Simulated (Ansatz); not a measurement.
Hf:

```
Hf
1.0
     3.19670    0.00000    0.00000
    -1.59835    2.76842    0.00000
     0.00000    0.00000    5.05780
Hf
2
Direct
  0.66667 0.33333 0.75000
  0.33333 0.66667 0.25000
```

| Property | Result |
| --- | --- |
| Program | Ansatz 0.2.0 |
| Task | relaxation of cell and atoms |
| Functional | RPBE |
| Potentials or basis | Ansatz PAW |
| Cutoff | 420 eV (not typed: the program's choice for these potentials) |
| k mesh | 10 × 10 × 5 |
| Occupations | fermi-dirac, width 0.05 eV |
| Spin | no spin polarisation |

At the start: volume 22.38 Å³/atom.

Problem. How do energy, volume and symmetry change on relaxing?

Solution. It ends after 4 steps and the volume is 23.12 Å³/atom (+3.3 %); space group P6_3/mmc (No. 194, to 0.05 Å).

The path:
```
step  energy change (eV)  largest force (eV/Å)  volume (Å³)
   1              0.0000                0.0000        44.76
   2             -0.0151                0.0000        46.33
   3             -0.0152                0.0000        46.24
   4             -0.0157                0.0000        46.24
```

Final structure:
```cif
data_structure
_symmetry_space_group_name_H-M 'P 1'
_symmetry_Int_Tables_number 1
_cell_length_a 3.2355
_cell_length_b 3.2355
_cell_length_c 5.1009
_cell_angle_alpha 90.000
_cell_angle_beta 90.000
_cell_angle_gamma 120.000
_cell_volume 46.24
loop_
_atom_site_label
_atom_site_type_symbol
_atom_site_fract_x
_atom_site_fract_y
_atom_site_fract_z
_atom_site_occupancy
Hf1 Hf 0.66667 0.33333 0.75000 1
Hf2 Hf 0.33333 0.66667 0.25000 1
```

Caveat: the plane-wave basis is chosen anew once the cell has moved, so the energies of steps on either side of that aren't comparable; the PAW data sets come from PBE, with cores solved anew for the run's functional, which leaves a small shift of forces and pressure.
